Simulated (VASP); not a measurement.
Set up this calculation in VASP 6.6.1, as the native input.

```yaml
Task: single point
Functional: PBE
Dispersion: D3(BJ)
Potentials_or_basis: VASP PAW PBE potentials, release 64 (Ge_d)
Cutoff: 520 eV
k_mesh: 22 × 22 × 22
Occupations: gaussian, width 0.15 eV
Spin: no spin polarisation
Dipole_correction: no
Further_INCAR_settings: ALGO = Fast; EDIFF = 1e-06; NBANDS = 13
```

The structure of Ge lies in POSCAR:

```
Ge
1.0
    0.0000000000      2.2151703632      1.8828948087
    2.2151703632      0.0000000000      1.8828948087
    2.2151703632      2.2151703632      0.0000000000
Ge
1
Direct
    0.0000000000      0.0000000000      0.0000000000
```

This isn't the form of Ge at room conditions, which is diamond.

These files were run (other wordings do the same):

INCAR

```
  ALGO = Fast
  EDIFF = 1E-6
  ENCUT = 520
  GGA = PE
  ISIF = 2
  ISMEAR = 0
  IVDW = 12
  LASPH = T
  LCHARG = T
  LELF = T
  LREAL = F
  LVHAR = T
  LWAVE = F
  NBANDS = 13
  NELM = 100
  PREC = Accurate
  SIGMA = 0.15
```

KPOINTS

```
k-points
0
Gamma
  22 22 22
```

Potentials or basis: VASP PAW PBE potentials, release 64 (Ge_d).

Command:

```console
$ cat potpaw_PBE.64/Ge_d/POTCAR > POTCAR
$ mpirun -np 1 vasp_std > vasp.out
```

It gave:

- Pressure: 0.4 GPa
- Band gap on the k mesh: none (metal or under the smearing width)
- Dispersion energy per atom: -0.358 eV

Caveat: pairwise dispersion overbinds metals, which lowers pressure and volume.

It took 110 s on 1 thread of AMD EPYC 9R14 (Zen 4), with other jobs on the host, peak memory 0.27 GiB.
